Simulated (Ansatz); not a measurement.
Relaxing SnO2 in the fluorite type

First guess:

```yaml
crystal:
  lattice:
    - [0.00000, 2.55533, 2.55533]
    - [2.55533, 0.00000, 2.55533]
    - [2.55533, 2.55533, 0.00000]
  atoms:
    - { symbol: Sn, position: [0.00000, 0.00000, 0.00000] }
    - { symbol: O, position: [0.25000, 0.25000, 0.25000] }
    - { symbol: O, position: [0.75000, 0.75000, 0.75000] }
```

These are results of DFT, PBE, PAW with Ansatz's default frozen-core files, scalar-relativistic (Ansatz 0.2.0), not measurements.

Cell and atoms relax within the symmetry of the start on a 11×11×11 k mesh with 0.05 eV Fermi–Dirac smearing.

The start is built from a prototype, known or not as a phase of this compound; the cutoff is 420 eV.

No spin–orbit coupling, which matters for the heavy atoms here.

(1) What is the pressure of the first guess?

(2) What does it relax to?

(3) How much energy does the relaxation release?

Answers

(1) 3.76 GPa.

(2) a = 5.143 Å, b = 5.143 Å, c = 5.143 Å, α = 90.00°, β = 90.00°, γ = 90.00° (conventional cell), 11.34 Å³ per atom:
```xyz
3
Lattice="0.0000 2.5717 2.5717 2.5717 0.0000 2.5717 2.5717 2.5717 0.0000" Properties=species:S:1:pos:R:3 pbc="T T T"
Sn    0.0000    0.0000    0.0000
O     1.2859    1.2859    1.2859
O     3.8576    3.8576    3.8576
```

(3) 2 meV/atom.
